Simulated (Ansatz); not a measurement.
## ZrO2 (Fm-3m), zone-centre modes

Method: DFT r2SCAN, scalar-relativistic, plane waves, PAW (Ansatz 0.2.0). The runs took a 500 eV cutoff, a Γ-centred 8×8×8 mesh and Gaussian smearing (0.05 eV). No spin polarisation.

Reference structure (as given, not relaxed at this level; this fluorite-type form isn't the usual structure):

```yaml
crystal:
  lattice:
    - [0.00000, 2.53500, 2.53500]
    - [2.53500, 0.00000, 2.53500]
    - [2.53500, 2.53500, 0.00000]
  atoms:
    - { symbol: Zr, position: [0.00000, 0.00000, 0.00000] }
    - { symbol: O, position: [0.25000, 0.25000, 0.25000] }
    - { symbol: O, position: [0.75000, 0.75000, 0.75000] }
```

Harmonic modes by finite displacements of 0.02 Å, without the LO–TO term.

Q: At this geometry, is the structure stable against these modes?

A: Yes: no mode is imaginary beyond 10 cm⁻¹, and only the three translations lie near zero.

Q: List the wavenumbers in cm⁻¹.

A: 0, 0, 0, 256, 256, 256, 584, 584, 584.

Cost: 1 run of about 0.52 core-minutes, on Arm Neoverse V1 (shared hosts).